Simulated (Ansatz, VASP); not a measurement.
## One calculation of Ta3H, two programs

```
Ta H
1.0
     2.87431    0.00000    0.00000
    -0.95810    2.70993    0.00000
     0.00000    0.00000   20.02669
Ta H
3 1
Direct
  0.50000 0.50000 0.19973
  0.00000 0.00000 0.31277
  0.50000 0.50000 0.42577
  0.66667 0.16667 0.49426
```

Alike in both runs: functional PBE; k mesh 10 × 10 × 1; occupations gaussian, width 0.1 eV; no spin polarisation.

Ansatz relaxed the structure, and its values are those at the end. VASP's run is a single point on that final structure, the one shown.

|  | VASP | Ansatz |
| --- | --- | --- |
| version | VASP 6.6.1 | Ansatz 0.2.0 |
| potentials or method | VASP PAW PBE potentials, release 64 (Ta_pv, H) | scalar-relativistic, plane waves, PAW |
| plane-wave cutoff (eV) | 520 | 420 |
| valence electrons in the cell | 34 | 40 |

```csv
,VASP,Ansatz,Ansatz less VASP
gap on the k mesh at the Fermi level (eV),none,none,-
rms of the force components (eV/Å),0.522,0.522,-0.0002
```

A gap of «none» marks a metal or a gap that the smearing closes. The functional is the same, so the differences come from potentials, cutoffs and numerics. The two sets of potentials don't hold the same shells in valence.

The runs have no spin-orbit coupling, so splittings on Ta are missing.
